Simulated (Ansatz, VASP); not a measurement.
## Li in VASP and in Ansatz

INCAR

```
SYSTEM = Li
  ALGO = Fast
  EDIFF = 1E-6
  EDIFFG = -0.005
  ENCUT = 600
  GGA = PE
  IBRION = 2
  ISIF = 3
  ISMEAR = 1
  LASPH = .True.
  LCHARG = .False.
  LREAL = .False.
  LWAVE = .False.
  NELM = 80
  NSW = 80
  PREC = Accurate
  SIGMA = 0.1
```

File KPOINTS:

```
k-points
0
Gamma
  20 20 20
  0 0 0
```

POSCAR

```
Li
1.0
    3.4700000000      0.0000000000      0.0000000000
    0.0000000000      3.4700000000      0.0000000000
    0.0000000000      0.0000000000      3.4700000000
Li
2
Direct
    0.0000000000      0.0000000000      0.0000000000
    0.5000000000      0.5000000000      0.5000000000
```

Input for Ansatz:

```yaml
crystal:
  lattice:
    - [3.47, 0.0, 0.0]
    - [0.0, 3.47, 0.0]
    - [0.0, 0.0, 3.47]
  atoms:
    - { symbol: Li, position: [0.0, 0.0, 0.0] }
    - { symbol: Li, position: [0.5, 0.5, 0.5] }
scf:
  occupations: { method: methfessel_paxton, width: 0.1 }
output:
  forces: true
  stress: true
  eigenvalues: true
  write_density: true
  write_potential: true
  elf: true
  volumetric_format: npy
hamiltonian:
  xc: pbe
kpoints:
  mp_grid: { grid: [20, 20, 20] }
relax:
  f_tol: 0.005
  cell: { stress_tol: 0.02 }
```

Alike in both runs: task relaxation of cell and atoms; functional PBE; k mesh 20 × 20 × 20; occupations methfessel-paxton of order 1, width 0.1 eV; no spin polarisation.

|  | VASP | Ansatz |
| --- | --- | --- |
| version | VASP 6.6.1 | Ansatz 0.2.0 |
| potentials or method | VASP PAW PBE potentials, release 64 (Li_sv) | scalar-relativistic, plane waves, PAW |
| plane-wave cutoff (eV) | 600 | 420 |
| valence electrons in the cell | 6 | 6 |

VASP gave:

```
gap on the k mesh at the Fermi level, each at its own relaxed structure (eV) : none
relaxed volume (Å³/atom)                                                     : 20.08
relaxed cell length with the largest relative difference (Å)                 : 3.424
energy change over the relaxation (meV/atom)                                 : -1
```

Problem. What did Ansatz give for the same quantities?

Solution. gap on the k mesh at the Fermi level, each at its own relaxed structure (eV): none; relaxed volume (Å³/atom): 20.24; relaxed cell length with the largest relative difference (Å): 3.434; energy change over the relaxation (meV/atom): -1.

A gap of «none» marks a metal or a gap that the smearing closes.

Caveats: the cutoff is under 1.25 times the usual one of these potentials, so pressure, stress and relaxed cells hold a basis-set (Pulay) error (VASP).
